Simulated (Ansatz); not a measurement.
Crystals in the rock-salt structure, computed with r2SCAN in Ansatz (plane-wave DFT, scalar-relativistic, harmonic phonons, no LO–TO term at Γ; fixed occupations; no spin; PAW, where unfrozen means all-electron datasets; each on its own modest k mesh, which can be coarse for ε∞).

| crystal | cell | k mesh | potentials | phonons by | Å³/atom | top Γ mode (cm⁻¹) | lowest mode at X = [0.5, 0, 0.5] (cm⁻¹) | top mode at X = [0.5, 0, 0.5] (cm⁻¹) |
| --- | --- | --- | --- | --- | --- | --- | --- | --- |
| NaCl | typed | 6×6×6 | unfrozen PAW | finite displacements | 23.15 | 153 | 87 | 170 |
| MgO | typed | 6×6×6 | unfrozen PAW | finite displacements | 9.63 | 364 | 287 | 538 |
| KBr | typed | 6×6×6 | unfrozen PAW | finite displacements | 37.60 | ? | ? | ? |
| CaO | typed | 6×6×6 | unfrozen PAW | finite displacements | 14.17 | 263 | 201 | 392 |
| SrO | typed | 6×6×6 | unfrozen PAW | finite displacements | 17.58 | ? | ? | ? |
| BaO | typed | 6×6×6 | unfrozen PAW | finite displacements | 21.95 | 84 | 80 | 194 |

(1) Estimate the entries marked ?.

Results:

(1) KBr: top Γ mode (cm⁻¹) 105, lowest mode at X = [0.5, 0, 0.5] (cm⁻¹) 43, top mode at X = [0.5, 0, 0.5] (cm⁻¹) 114. SrO: top Γ mode (cm⁻¹) 199, lowest mode at X = [0.5, 0, 0.5] (cm⁻¹) 124, top mode at X = [0.5, 0, 0.5] (cm⁻¹) 313.
